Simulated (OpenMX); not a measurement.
Write the native input for OpenMX 3.8.5 that does the following.

- Task: single point
- Functional: PBE
- Potentials or basis: OpenMX 2013 PBE set, Sb7.0-s3p2d2, Mn6.0-s3p2d2, grid cutoff 500 Ry
- k mesh: 5 × 5 × 5
- Occupations: fermi-dirac, width 0.05 eV
- Spin: collinear spin, zero start
- Starting moments: [0.0, 0.0, 0.0, 0.0] μB
- Mixing scheme: rmm-diisk
- SCF threshold: 1e-08 Ha
- Solver: band
- Max SCF cycles: 160

Crystal: MnSb.

```
Sb Mn
1.0
     4.15000    0.00000    0.00000
    -2.07500    3.59401    0.00000
     0.00000    0.00000    5.78000
Sb Mn
2 2
Direct
  0.66667 0.33333 0.75000
  0.33333 0.66667 0.25000
  0.00000 0.00000 0.50000
  0.00000 0.00000 0.00000
```

These files were run (other wordings do the same):

MnSb.dat

```
System.CurrrentDirectory             ./
System.Name                          MnSb
DATA.PATH                            ./DFT_DATA13
level.of.stdout                      1
level.of.fileout                     0
Species.Number                       2
<Definition.of.Atomic.Species
  Sb  Sb7.0-s3p2d2           Sb_PBE13
  Mn  Mn6.0-s3p2d2           Mn_PBE13
Definition.of.Atomic.Species>

Atoms.Number                         4
Atoms.SpeciesAndCoordinates.Unit     FRAC
<Atoms.SpeciesAndCoordinates
    1  Sb    0.6666666667    0.3333333333    0.7500000000   7.500  7.500
    2  Sb    0.3333333333    0.6666666667    0.2500000000   7.500  7.500
    3  Mn    0.0000000000    0.0000000000    0.5000000000   7.500  7.500
    4  Mn    0.0000000000    0.0000000000    0.0000000000   7.500  7.500
Atoms.SpeciesAndCoordinates>

Atoms.UnitVectors.Unit               Ang
<Atoms.UnitVectors
     4.1500000000    0.0000000000    0.0000000000
    -2.0750000000    3.5940054257    0.0000000000
     0.0000000000    0.0000000000    5.7800000000
Atoms.UnitVectors>

scf.XcType                           GGA-PBE
scf.SpinPolarization                 on
scf.ElectronicTemperature            580.226
scf.energycutoff                     500.0
scf.maxIter                          160
scf.EigenvalueSolver                 band
scf.Kgrid                            5 5 5
scf.Mixing.Type                      rmm-diisk
scf.Init.Mixing.Weight               0.01
scf.Min.Mixing.Weight                0.001
scf.Max.Mixing.Weight                0.2
scf.Mixing.History                   40
scf.Mixing.StartPulay                15
scf.criterion                        1.0e-8
scf.stress.tensor                    on
MD.Type                              nomd
```

Potentials or basis: OpenMX 2013 PBE set, Sb7.0-s3p2d2, Mn6.0-s3p2d2, grid cutoff 500 Ry.

The run is started by

```sh
$ openmx MnSb.dat -nt 1 > MnSb.std
```

Results of the run:

```json
{
 "Pressure": "-13.0 GPa",
 "Largest force": "0.010 eV/Å",
 "Band gap on the k mesh": "none (metal or under the smearing width)",
 "Net moment": "0.00 μB per cell",
 "Mulliken charges": "Sb -0.11; Mn +0.11 e"
}
```

Caveat: Mulliken charges move with the basis; the basis of atomic orbitals isn't converged, which shifts pressures, moduli and gaps.

Wall time 3.1 min on 1 thread of AMD EPYC 9R45 96-Core Processor (Zen 5), on a shared host, peak memory 1.5 GiB.
